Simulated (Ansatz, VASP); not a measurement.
# BN: VASP beside Ansatz

```
N B
1.0
     0.00000    1.81300    1.81300
     1.81300    0.00000    1.81300
     1.81300    1.81300    0.00000
N B
1 1
Cartesian
  0.9065 0.9065 0.9065
  0.0000 0.0000 0.0000
```

The cell is a database's computed one.

Alike in both runs: task electric field gradients; functional r2SCAN0; dispersion D3(BJ); k mesh 7 × 7 × 7; occupations fermi-dirac, width 0.02 eV; no spin polarisation.

```csv
,VASP,Ansatz
version,VASP 6.6.1,Ansatz 0.2.0
potentials or method,"VASP PAW PBE potentials, release 64 (N_GW, B_GW)",Ansatz PAW
plane-wave cutoff (eV),550,500
valence electrons in the cell,8,8
```

Ansatz gave:

| Quantity | Value |
| --- | --- |
| gap on the k mesh at the Fermi level (eV) | 7.14 |
| least direct gap on the mesh (eV) | 11.73 |
| pressure (GPa) | -14.8 |
| dispersion energy (meV/atom) | -110.8 |
| Vzz of the field gradient on the site that differs most (V/Å²) | 0.0 |

**Question.** Which values does VASP return?

**Answer.** gap on the k mesh at the Fermi level (eV): 7.13; least direct gap on the mesh (eV): 11.71; pressure (GPa): -15.2; dispersion energy (meV/atom): -110.8; Vzz of the field gradient on the site that differs most (V/Å²): 0.0.

Caveats: the k mesh is coarse (spacing up to 0.43 Å⁻¹), so the values aren't converged, least of all with exact exchange; so large a pressure means that the cell lies far from this level's equilibrium, or that cutoff or potentials fall short (VASP); the potentials were made for another functional, which shifts forces and pressure (VASP); an odd mesh through Γ misses points on the zone boundary, where band edges often lie (VASP); odd divisions of the mesh miss points on the zone boundary, where band edges often lie, so the gap on the mesh can be too wide (Ansatz); the PAW data sets come from PBE, with cores solved anew for the run's functional, which leaves a small shift of forces and pressure (Ansatz); the dispersion damping was fitted for another functional or another form of the correction (Ansatz).
